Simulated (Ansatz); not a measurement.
# Ag: single point with PBE

The system is Ag.

```
Ag
1.0
     0.00000    2.04275    2.04275
     2.04275    0.00000    2.04275
     2.04275    2.04275    0.00000
Ag
1
Direct
  0.00000 0.00000 0.00000
```

* Program: Ansatz 0.2.0
* Task: single point
* Functional: PBE
* Potentials or basis: all-electron LAPW, scalar-relativistic
* Cutoff: 240 eV (chosen from the basis error)
* Basis error allowed: 0.001 eV/atom
* k mesh: 11 × 11 × 11
* Occupations: gaussian, width 0.018 eV
* Spin: no spin polarisation

```yaml
Pressure: 4.3 GPa
Band_gap_on_the_k_mesh: none (metal or under the smearing width)
```

Levels at points of the mesh, in eV from the Fermi level:
| k point | band 7 | band 8 | band 9 | band 10 | band 11 | band 12 | band 13 | band 14 |
| --- | --- | --- | --- | --- | --- | --- | --- | --- |
| (0.00, 0.00, 0.00) | -5.07 | -5.07 | -4.03 | -4.03 | 15.60 | 19.19 | 19.19 | 19.19 |

Wall time 3.7 s on 1 thread of Intel(R) Xeon(R) Platinum 8488C (Sapphire Rapids) (shared host), peak memory 0.3 GiB.
